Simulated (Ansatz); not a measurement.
## C (Fd-3m), random displacements

The calculation used DFT PBE, scalar-relativistic, plane waves, PAW (Ansatz). Cutoff 300 eV, Γ-centred 4×4×4 k-points, Gaussian smearing of 0.05 eV. The mesh is coarse. The cutoff lies under the one recommended for these potentials. No spin polarisation. Energies are free energies at this smearing, counted from the undisturbed cell; pressure is positive in compression.

The undisturbed cell (as given, not relaxed at this level):

```yaml
crystal:
  lattice:
    - [3.56680, 0.00000, 0.00000]
    - [0.00000, -3.56680, 0.00000]
    - [0.00000, 0.00000, -3.56680]
  atoms:
    - { symbol: C, position: [0.50000, 0.00000, 0.00000] }
    - { symbol: C, position: [0.00000, 0.50000, 0.00000] }
    - { symbol: C, position: [0.00000, 0.00000, 0.50000] }
    - { symbol: C, position: [0.50000, 0.50000, 0.50000] }
    - { symbol: C, position: [0.75000, 0.75000, 0.75000] }
    - { symbol: C, position: [0.25000, 0.25000, 0.75000] }
    - { symbol: C, position: [0.25000, 0.75000, 0.25000] }
    - { symbol: C, position: [0.75000, 0.25000, 0.25000] }
```

The atoms are displaced (Å, in the unstrained cell):

```
atom ux uy uz
  C1  -0.064   0.110   0.150
  C2   0.314  -0.185   0.006
  C3  -0.127   0.044   0.039
  C4  -0.142  -0.032   0.076
  C5  -0.135   0.107  -0.218
  C6   0.036   0.004  -0.071
  C7   0.098  -0.117   0.061
  C8   0.020   0.071  -0.043
```

Strain (Voigt, engineering shear): (-0.0139, 0.0030, 0.0014, -0.0141, -0.0101, -0.0046).

(1) What are the energy change, the stress and the forces?

## Answers

(1) ΔE = 989.7 meV/atom; stress (xx, yy, zz, yz, xz, xy; compression positive) (44.82, 38.99, 33.38, 11.35, 13.29, 0.62) GPa; gap on the mesh 0.04 eV.
```csv
atom,Fx (eV/Å),Fy,Fz
C1,2.42,-9.69,-6.65
C2,-12.10,8.07,1.28
C3,2.83,-1.06,-3.18
C4,7.07,4.20,-3.42
C5,9.09,2.71,11.30
C6,-3.08,-1.55,6.01
C7,-4.24,0.92,-6.90
C8,-1.99,-3.59,1.57
```

Cost: 1 run of about 0.079 core-minutes, on AMD EPYC (Zen 3) (shared hosts).